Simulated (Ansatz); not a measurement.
LiF: a sweep of one setting

```yaml
crystal:
  lattice:
    - [0.00000, 2.01400, 2.01400]
    - [2.01400, 0.00000, 2.01400]
    - [2.01400, 2.01400, 0.00000]
  atoms:
    - { symbol: Li, position: [0.00000, 0.00000, 0.00000] }
    - { symbol: F, position: [0.50000, 0.50000, 0.50000] }
```

Atom numbers follow the list: Li1, F2.

The cell is COD entry 1010990, as deposited and not checked against the literature; nothing was relaxed.

Method: DFT, PBE, all-electron LAPW, scalar-relativistic in Ansatz 0.2.0.

Settings: a Γ-centred 10×10×10 k mesh, Fermi–Dirac smearing of 0.03 eV, basis error target 1 meV/atom, no spin polarisation. One setting is then changed at a time.

| LAPW cutoff (eV) | free energy less the base's (meV/atom) | P (GPa) | gap on the mesh (eV) |
| --- | --- | --- | --- |
| 288 (base) | 0.0 | 2.02 | 9.067 |
| 150 | ? | 2.27 | 9.077 |
| 220 | ? | 2.03 | 9.068 |
| 320 | -0.1 | 2.02 | 9.067 |
| 400 | -0.2 | 2.01 | 9.067 |

**Question.** Fill in "free energy less the base's (meV/atom)" for the row "150".

**Answer.** 16.4.

**Question.** Give the missing entry: row "220", column "free energy less the base's (meV/atom)".

**Answer.** 1.3.
